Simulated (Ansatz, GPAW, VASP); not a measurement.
Ag: programs and potentials compared

```xyz
1
Lattice="0.0000 2.0427 2.0427 2.0427 0.0000 2.0427 2.0427 2.0427 0.0000" Properties=species:S:1:pos:R:3 pbc="T T T"
Ag    0.0000    0.0000    0.0000
```

Alike in all runs: task single point; functional PBE; k mesh 11 × 11 × 11; occupations gaussian, width 0.012 eV; no spin polarisation; no spin-orbit coupling. Pressure is positive in compression and, in plane waves, holds the error of the finite cutoff.

| program and potentials | plane-wave cutoff (eV) | notes | pressure (GPa) |
| --- | --- | --- | --- |
| VASP, PBE PAW files Ag, 520 eV | 520 | 11 valence electrons an atom on average | 4.09 |
| GPAW, GPAW PAW data sets (gpaw-data 1.2.1) | 600 | 17 valence electrons an atom on average | 4.20 |
| Ansatz, all-electron LAPW, scalar-relativistic | - | - | 4.25 |

The pressure spans 4.09 (VASP, PBE PAW files Ag, 520 eV) to 4.25 GPa (Ansatz, all-electron LAPW, scalar-relativistic), with all-electron results at 4.25.

The functional is the same throughout but for its coding, so the spread measures potentials, basis and numerics; runs on potential files found faulty are left out.
